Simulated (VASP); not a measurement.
Set up this calculation in VASP 6.6.1, as the native input.

```
Task                   : relaxation of cell and atoms
Functional             : LDA
Potentials or basis    : VASP PAW LDA potentials, release 64 (Cu, Cl)
Cutoff                 : 600 eV
k mesh                 : 10 × 10 × 10
Occupations            : gaussian, width 0.03 eV
Spin                   : no spin polarisation
Further INCAR settings : ALGO = Normal; EDIFF = 1e-07; IBRION = 2; EDIFFG = -0.005; NSW = 90; ISIF = 3
```

The structure of CuCl (Nantokite) lies in POSCAR:

```
CuCl                                    
1.0
    0.0000000000      2.6083137339      2.6083137339
    2.6083137339     -0.0000000000      2.6083137339
    2.6083137339      2.6083137339     -0.0000000000
  Cu              Cl            
     1     1
Direct
     0.0000000000000000    0.0000000000000000    0.0000000000000000
     0.2500000000000000    0.2500000000000000    0.2500000000000000
```

The input as run:

INCAR

```
PREC = Accurate
ENCUT = 600
EDIFF = 1E-7
ISMEAR = 0
SIGMA = 0.03
LREAL = False
LASPH = True
NELM = 80
ALGO = Normal
ISIF = 3
LWAVE = False
LCHARG = False
GGA = CA
IBRION = 2
NSW = 90
EDIFFG = -0.005
```

KPOINTS

```
regular mesh
0
Gamma
  10 10 10
```

Potentials or basis: VASP PAW LDA potentials, release 64 (Cu, Cl).

Run with:

```console
$ cat potpaw_LDA.64/Cu/POTCAR potpaw_LDA.64/Cl/POTCAR > POTCAR
$ mpirun -np 1 vasp_std > vasp.out
```

Results of the run:

```
Pressure after relaxing : 0.0 GPa
Band gap on the k mesh  : 0.65 eV, direct
```

Caveat: the relaxation stopped at its first step, so nothing moved.

Run time: 27 s on 1 thread of Intel(R) Xeon(R) Platinum 8559C (Emerald Rapids) (shared host), peak memory 0.16 GiB.
